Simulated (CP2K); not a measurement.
# BaTiO3 (P4mm) in CP2K: notebook

The runs below take BaTiO3 through single point, with PBE.

All numbers are computed with CP2K 2026.2; they aren't measurements. Logs are shortened: lines on timing, memory, paths and dates and some standing lists are left out, and cuts for length are marked.

## (1) The crystal as given

Symmetry: P4mm, No. 99, tetragonal system. Conventional cell: a = 4.000 Å, b = 4.000 Å, c = 4.018 Å, α = 90.00°, β = 90.00°, γ = 90.00°. Around Ba (site symmetry 4mm) lie 12 O at 2.79 to 2.88 Å. Ti (site symmetry 4mm) is surrounded by 6 O at 1.89 to 2.13 Å. O (site symmetry 2mm) is surrounded by 2 Ti at 2.00 Å. O (site symmetry 4mm) is surrounded by 2 Ti at 1.89 to 2.13 Å.

## (2) Single point, PBE

Contents of batio3_scf.inp:

```
&GLOBAL
  PROJECT batio3_scf
  RUN_TYPE ENERGY_FORCE
  PRINT_LEVEL LOW
&END GLOBAL
&FORCE_EVAL
  METHOD QS
  STRESS_TENSOR ANALYTICAL
  &DFT
    BASIS_SET_FILE_NAME BASIS_MOLOPT_UZH
    POTENTIAL_FILE_NAME POTENTIAL_UZH
    &MGRID
      CUTOFF 600
      REL_CUTOFF 60
      NGRIDS 4
    &END MGRID
    &QS
      METHOD GPW
      EPS_DEFAULT 1.0E-10
    &END QS
    &KPOINTS
      SCHEME MONKHORST-PACK 7 7 7
      GAMMA_CENTERED T
      SYMMETRY T
      SYMMETRY_BACKEND SPGLIB
    &END KPOINTS
    &SCF
      SCF_GUESS ATOMIC
      EPS_SCF 1.0E-6
      MAX_SCF 100
      ADDED_MOS 19
      CHOLESKY OFF
      EPS_EIGVAL 1.0E-7
      &DIAGONALIZATION ON
        ALGORITHM STANDARD
      &END DIAGONALIZATION
      &MIXING ON
        METHOD BROYDEN_MIXING
        ALPHA 0.4
        BETA 1.5
        NBUFFER 8
      &END MIXING
      &SMEAR ON
        METHOD GAUSSIAN
        SIGMA [eV] 0.011
      &END SMEAR
    &END SCF
    &XC
      &XC_FUNCTIONAL
        &GGA_X_PBE
        &END GGA_X_PBE
        &GGA_C_PBE
        &END GGA_C_PBE
      &END XC_FUNCTIONAL
    &END XC
    &PRINT
      &KPOINTS ON
      &END KPOINTS
      &MULLIKEN ON
      &END MULLIKEN
      &MO ON
        ENERGIES T
        OCCUPATION_NUMBERS T
        &EACH
          QS_SCF 0
        &END EACH
        ADD_LAST NUMERIC
      &END MO
      &LOWDIN ON
      &END LOWDIN
      &HIRSHFELD ON
        SHAPE_FUNCTION DENSITY
      &END HIRSHFELD
    &END PRINT
  &END DFT
  &SUBSYS
    &CELL
      A 3.9998000000 0.0000000000 0.0000000000
      B 0.0000000000 3.9998000000 0.0000000000
      C 0.0000000000 0.0000000000 4.0180000000
      PERIODIC XYZ
    &END CELL
    &COORD
      Ba  0.0000000000 0.0000000000 0.0000000000
      Ti  1.9999000000 1.9999000000 1.9688200000
      O   0.0000000000 1.9999000000 2.0773060000
      O   1.9999000000 0.0000000000 2.0773060000
      O   1.9999000000 1.9999000000 0.0763420000
    &END COORD
    &KIND Ba
      BASIS_SET TZVP-MOLOPT-PBE-GTH-q10
      POTENTIAL GTH-PBE-q10
    &END KIND
    &KIND Ti
      BASIS_SET TZVP-MOLOPT-PBE-GTH-q12
      POTENTIAL GTH-PBE-q12
    &END KIND
    &KIND O
      BASIS_SET TZVP-MOLOPT-PBE-GTH-q6
      POTENTIAL GTH-PBE-q6
    &END KIND
    &PRINT
      &ATOMIC_COORDINATES ON
      &END ATOMIC_COORDINATES
      &CELL ON
      &END CELL
    &END PRINT
  &END SUBSYS
  &PRINT
    &FORCES ON
    &END FORCES
    &STRESS_TENSOR ON
    &END STRESS_TENSOR
  &END PRINT
&END FORCE_EVAL
```

Potentials or basis: POTENTIAL_UZH Ba GTH-PBE-q10, Ti GTH-PBE-q12, O GTH-PBE-q6; TZVP-MOLOPT-PBE-GTH basis.

Command:

```bash
$ OMP_NUM_THREADS=1 cp2k.psmp -i batio3_scf.inp -o batio3_scf.out
```

batio3_scf.out:

```text

 CP2K| version string:                                       CP2K version 2026.2
 CP2K| Input file name                                            batio3_scf.inp

 GLOBAL| Force Environment number                                              1
 GLOBAL| Basis set file name                                    BASIS_MOLOPT_UZH
 GLOBAL| Potential file name                                       POTENTIAL_UZH
 GLOBAL| MM Potential file name                                     MM_POTENTIAL
 GLOBAL| Coordinate file name                                      __STD_INPUT__
 GLOBAL| Method name                                                        CP2K
 GLOBAL| Project name                                                 batio3_scf
 GLOBAL| Run type                                                   ENERGY_FORCE
 GLOBAL| FFT library                                                       FFTW3
 GLOBAL| Diagonalization library                                       ScaLAPACK
 GLOBAL| Cholesky decomposition library                                ScaLAPACK
 GLOBAL| DGEMM library                                                      BLAS
 GLOBAL| Direct generalized diagonalization requested                          F
 GLOBAL| Matrix multiplication library                                 ScaLAPACK
 GLOBAL| Global print level                                                  LOW
 GLOBAL| Total number of message passing processes                             1
 GLOBAL| Number of threads for this process                                    1
 GLOBAL| CPU model name                                                  UNKNOWN

 CELL| Volume [angstrom^3]:                                            64.281571
 CELL| Vector a [angstrom]:       4.000     0.000     0.000   |a| =     3.999800
 CELL| Vector b [angstrom]:       0.000     4.000     0.000   |b| =     3.999800
 CELL| Vector c [angstrom]:       0.000     0.000     4.018   |c| =     4.018000
 CELL| Angle (b,c), alpha [degree]:                                    90.000000
 CELL| Angle (a,c), beta  [degree]:                                    90.000000
 CELL| Angle (a,b), gamma [degree]:                                    90.000000
 CELL| Numerically orthorhombic:                                             YES
 CELL| Periodicity                                                           XYZ

 CELL_REF| Volume [angstrom^3]:                                        64.281571
 CELL_REF| Vector a [angstrom     4.000     0.000     0.000   |a| =     3.999800
 CELL_REF| Vector b [angstrom     0.000     4.000     0.000   |b| =     3.999800
 CELL_REF| Vector c [angstrom     0.000     0.000     4.018   |c| =     4.018000
 CELL_REF| Angle (b,c), alpha [degree]:                                90.000000
 CELL_REF| Angle (a,c), beta  [degree]:                                90.000000
 CELL_REF| Angle (a,b), gamma [degree]:                                90.000000
 CELL_REF| Numerically orthorhombic:                                         YES
 CELL_REF| Periodicity                                                       XYZ

[... 8 lines left out ...]
 TOTAL NUMBERS AND MAXIMUM NUMBERS

  Total number of            - Atomic kinds:                                   3
                             - Atoms:                                          5
                             - Shell sets:                                     5
                             - Shells:                                        41
                             - Primitive Cartesian functions:                 27
                             - Cartesian basis functions:                    127
                             - Spherical basis functions:                    113

  Maximum angular momentum of- Orbital basis functions:                        3
                             - Local part of the GTH pseudopotential:          2
                             - Non-local part of the GTH pseudopotential:      3

 MODULE QUICKSTEP: ATOMIC COORDINATES IN ANGSTROM

   Atom Kind Element         X             Y             Z       Z(eff)     Mass
      1    1 Ba   56      0.000000      0.000000      0.000000  10.0000 137.3270
      2    2 Ti   22      1.999900      1.999900      1.968820  12.0000  47.8670
      3    3 O     8      0.000000      1.999900      2.077306   6.0000  15.9994
      4    3 O     8      1.999900      0.000000      2.077306   6.0000  15.9994
      5    3 O     8      1.999900      1.999900      0.076342   6.0000  15.9994

 SCF PARAMETERS         Density guess:                                    ATOMIC
                        --------------------------------------------------------
                        max_scf:                                             100
[... 7 lines left out ...]
                        --------------------------------------------------------
                        level_shift [a.u.]:                             0.000000
                        added MOs                                        19    0
[... 74 lines left out ...]
 SCF WAVEFUNCTION OPTIMIZATION

  Step     Update method      Time    Convergence         Total energy    Change
  ------------------------------------------------------------------------------
     1 NoMix/Diag. 0.40E+00    7.6     1.15850237      -132.6473100572 -1.33E+02
     2 Broy./Diag. 0.40E+00    6.9     0.27711949      -129.6152266159  3.03E+00
     3 Broy./Diag. 0.40E+00    6.9     0.09418587      -132.0923328449 -2.48E+00
     4 Broy./Diag. 0.40E+00    6.9     0.11624082      -132.2477362175 -1.55E-01
     5 Broy./Diag. 0.40E+00    6.9     0.06346921      -131.8309145880  4.17E-01
     6 Broy./Diag. 0.40E+00    6.9     0.01385784      -131.9329991455 -1.02E-01
     7 Broy./Diag. 0.40E+00    6.9     0.02009969      -131.9912668912 -5.83E-02
     8 Broy./Diag. 0.40E+00    6.9     0.00854556      -131.9909969680  2.70E-04
     9 Broy./Diag. 0.40E+00    6.9     0.00241481      -131.9601126958  3.09E-02
    10 Broy./Diag. 0.40E+00    6.9     0.00164418      -131.9541668540  5.95E-03
    11 Broy./Diag. 0.40E+00    6.9     0.00087735      -131.9583106949 -4.14E-03
    12 Broy./Diag. 0.40E+00    6.9     0.00012422      -131.9596354354 -1.32E-03
    13 Broy./Diag. 0.40E+00    6.9     0.00005661      -131.9593727563  2.63E-04
    14 Broy./Diag. 0.40E+00    6.9     0.00004889      -131.9592465361  1.26E-04
    15 Broy./Diag. 0.40E+00    6.9     0.00000949      -131.9592286695  1.79E-05
    16 Broy./Diag. 0.40E+00    6.9     0.00000827      -131.9592529592 -2.43E-05
    17 Broy./Diag. 0.40E+00    6.9     0.00000340      -131.9592614423 -8.48E-06
    18 Broy./Diag. 0.40E+00    6.9     0.00000171      -131.9592574350  4.01E-06
    19 Broy./Diag. 0.40E+00    6.9     0.00000054      -131.9592580865 -6.52E-07

  *** SCF run converged in    19 steps ***

  Electronic density on regular grids:        -39.9999999997        0.0000000003
  Core density on regular grids:               39.9999999978       -0.0000000022
  Total charge density on r-space grids:       -0.0000000019
  Total charge density g-space grids:          -0.0000000019

  Overlap energy of the core charge distribution:               0.00000000000006
  Self energy of the core charge distribution:               -283.45384513455707
  Core Hamiltonian energy:                                     72.75559366663522
  Hartree energy:                                             100.47992711628623
  Exchange-correlation energy:                                -21.74093373487856
  Smearing free energy correction:                             -0.00000000000000
  Fermi energy:                                                 0.36249457273722

  Total energy:                                              -131.95925808651413
  Total energy (extrapolated to sigma->0):                   -131.95925808651413

 MO| EIGENVALUES AND OCCUPATION NUMBERS FOR K POINT 1
 MO|
 MO|  Index      Eigenvalue [a.u.]        Eigenvalue [eV]             Occupation
 MO|      1              -1.777635             -48.371918               2.000000
 MO|      2              -0.906946             -24.679243               2.000000
 MO|      3              -0.905862             -24.649760               2.000000
 MO|      4              -0.905859             -24.649665               2.000000
 MO|      5              -0.601466             -16.366712               2.000000
 MO|      6              -0.291487              -7.931755               2.000000
[... 629 lines left out ...]
 MO|     38               0.954533              25.974163               0.000000
 MO|     39               1.018423              27.712712               0.000000
 MO| Sum:                                                              40.000000
 MO| E(Fermi):            0.362495 a.u.          9.863979 eV
 MO| Band gap:            0.127360 a.u.          3.465642 eV

 [... the levels of further k-points ...]

 !-----------------------------------------------------------------------------!
                     Mulliken Population Analysis

 #  Atom  Element  Kind  Atomic population                           Net charge
       1     Ba       1          8.320103                              1.679897
       2     Ti       2         10.647799                              1.352201
       3     O        3          7.017250                             -1.017250
       4     O        3          7.017249                             -1.017249
       5     O        3          6.997598                             -0.997598
 # Total charge                             40.000000                 -0.000000

 !-----------------------------------------------------------------------------!

 !-----------------------------------------------------------------------------!
                           Hirshfeld Charges

  #Atom  Element  Kind  Ref Charge     Population                    Net charge
      1       Ba     1      10.000          9.629                         0.371
      2       Ti     2      12.000         11.485                         0.515
      3       O      3       6.000          6.298                        -0.298
      4       O      3       6.000          6.298                        -0.298
      5       O      3       6.000          6.291                        -0.291

  Total Charge                                                           -0.000
 !-----------------------------------------------------------------------------!

 LOWDIN POPULATION ANALYSIS

 #  Atom  Element  Kind  Atomic population                           Net charge
       1     Ba       1          9.140971                              0.859029
       2     Ti       2         13.746128                             -1.746128
       3     O        3          5.602932                              0.397068
       4     O        3          5.812411                              0.187589
       5     O        3          5.697559                              0.302441
 # Total charge                             40.000000                 -0.000000

 ENERGY| Total FORCE_EVAL ( QS ) energy [hartree]           -131.959258204089025

 FORCES| Atomic forces [hartree/bohr]
 FORCES|   Atom     x               y               z               |f|
 FORCES|      1 -9.29834422E-12 -9.13693019E-12  1.44250211E-03   1.44250211E-03
 FORCES|      2  5.04625603E-10  5.03782051E-10 -2.58312278E-03   2.58312278E-03
 FORCES|      3  2.43657152E-10  8.23797498E-11 -2.35585165E-03   2.35585165E-03
 FORCES|      4  8.20973341E-11  2.43545661E-10 -2.35585044E-03   2.35585044E-03
 FORCES|      5  7.68881263E-11  7.74038877E-11  4.33091954E-03   4.33091954E-03
 FORCES| Sum     8.97969871E-10  8.97974419E-10 -1.52140323E-03
 FORCES| Total atomic force                                       1.52140323E-03

 STRESS| Analytical stress tensor [bar]
 STRESS|                        x                   y                   z
 STRESS|      x        3.77599528563E+04   1.99582305396E-04   5.78836676701E-05
 STRESS|      y        1.99582305396E-04   3.77599351964E+04   5.77492970650E-05
 STRESS|      z        5.78836676701E-05   5.77492970650E-05   4.67314906811E+04
 STRESS| 1/3 Trace                                             4.07504595779E+04
 STRESS| Determinant                                           6.66303843474E+13

 STRESS| Eigenvectors and eigenvalues of the analytical stress tensor [bar]
 STRESS|                        1                   2                   3
 STRESS| Eigenvalues   3.77599351942E+04   3.77599528585E+04   4.67314906811E+04
 STRESS|      x          -0.011299320080      0.999936160645      0.000000006452
 STRESS|      y           0.999936160645      0.011299320080      0.000000006437
 STRESS|      z          -0.000000006364     -0.000000006524      1.000000000000
```

It took 2.5 min on 1 thread of Arm Neoverse V2, shared host; peak memory 0.7 GiB.

Results:

```yaml
Free_energy: -3590.7940 eV
Pressure: 4.1 GPa
Band_gap_on_the_k_mesh: 1.86 eV, indirect (least direct gap 2.05 eV)
Mulliken_charges: Ba +1.68; Ti +1.35; O -1.02, -1.00 e
Hirshfeld_charges: Ba +0.37; Ti +0.52; O -0.30, -0.29 e
```

Levels at points of the mesh, in eV from the valence-band top:
```
           k point  band 18  band 19  band 20  band 21  band 22  band 23
(0.00, 0.00, 0.00)    -0.21    -0.19    -0.19     1.86     2.07     2.07
```

Caveat: Mulliken charges move with the basis; spin-orbit coupling is left out, which moves the levels of the heavy elements; an odd mesh through Γ misses points on the zone boundary, where band edges often lie; the basis of atomic orbitals isn't converged, which shifts pressures, moduli and gaps.

## (3) Single point, PBE

batio3_scf.inp, as its differences from that of step 2:

```diff
@@ -14,3 +14,3 @@
       REL_CUTOFF 60
-      NGRIDS 4
+      NGRIDS 5
     &END MGRID
@@ -44,3 +44,3 @@
         METHOD GAUSSIAN
-        SIGMA [eV] 0.011
+        SIGMA [eV] 0.012
       &END SMEAR
@@ -77,5 +77,4 @@
     &CELL
-      A 3.9998000000 0.0000000000 0.0000000000
-      B 0.0000000000 3.9998000000 0.0000000000
-      C 0.0000000000 0.0000000000 4.0180000000
+      ABC 3.9998000000 3.9998000000 4.0180000000
+      ALPHA_BETA_GAMMA 90.0000000000 90.0000000000 90.0000000000
       PERIODIC XYZ
@@ -83,7 +82,8 @@
     &COORD
+      SCALED
       Ba  0.0000000000 0.0000000000 0.0000000000
-      Ti  1.9999000000 1.9999000000 1.9688200000
-      O   0.0000000000 1.9999000000 2.0773060000
-      O   1.9999000000 0.0000000000 2.0773060000
-      O   1.9999000000 1.9999000000 0.0763420000
+      Ti  0.5000000000 0.5000000000 0.4900000000
+      O   0.0000000000 0.5000000000 0.5170000000
+      O   0.5000000000 0.0000000000 0.5170000000
+      O   0.5000000000 0.5000000000 0.0190000000
     &END COORD
```

Potentials or basis: POTENTIAL_UZH Ba GTH-PBE-q10, Ti GTH-PBE-q12, O GTH-PBE-q6; TZVP-MOLOPT-PBE-GTH basis.

Command:

```bash
$ OMP_NUM_THREADS=1 cp2k.psmp -i batio3_scf.inp -o batio3_scf.out
```

Wall time 2.3 min (1 thread of Arm Neoverse V2, shared host); peak memory 0.7 GiB.

Results (log left out):

| Quantity | Value |
| --- | --- |
| Free energy | -3590.7940 eV |
| Pressure | 4.1 GPa |
| Band gap on the k mesh | 1.86 eV, indirect (least direct gap 2.05 eV) |
| Mulliken charges | Ba +1.68; Ti +1.35; O -1.02, -1.00 e |
| Hirshfeld charges | Ba +0.37; Ti +0.52; O -0.30, -0.29 e |

Stress tensor (GPa, compression positive):
```
3.78 0.00 0.00
0.00 3.78 0.00
0.00 0.00 4.67
```

Levels at points of the mesh, in eV from the valence-band top:
```csv
k point,band 16,band 17,band 18,band 19,band 20,band 21,band 22,band 23,band 24,band 25
"(0.00, 0.00, 0.00)",-1.15,-1.06,-0.21,-0.19,-0.19,1.86,2.07,2.07,4.05,4.14
```

Caveat: Mulliken charges move with the basis; spin-orbit coupling is left out, which moves the levels of the heavy elements; an odd mesh through Γ misses points on the zone boundary, where band edges often lie; the basis of atomic orbitals isn't converged, which shifts pressures, moduli and gaps.
